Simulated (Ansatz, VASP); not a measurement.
## Al in VASP and in Ansatz

```
Al
1.0
     0.00000    2.02398    2.02398
     2.02398    0.00000    2.02398
     2.02398    2.02398    0.00000
Al
1
Direct
  0.00000 0.00000 0.00000
```

Alike in both runs: task single point; functional PBE; dispersion D3(BJ); k mesh 22 × 22 × 22; occupations gaussian, width 0.15 eV; no spin polarisation.

|  | VASP | Ansatz |
| --- | --- | --- |
| version | VASP 6.6.1 | Ansatz 0.2.0 |
| potentials or method | VASP PAW PBE potentials, release 64 (Al) | scalar-relativistic, plane waves, PAW |
| plane-wave cutoff (eV) | 520 | 420 |
| valence electrons in the cell | 3 | 3 |

```csv
,VASP,Ansatz,Ansatz less VASP
gap on the k mesh at the Fermi level (eV),none,none,-
pressure (GPa),-3.8,-3.7,+0.04
```

A gap of «none» marks a metal or a gap that the smearing closes.

Caveats: pairwise dispersion overbinds metals, which lowers pressure and volume.
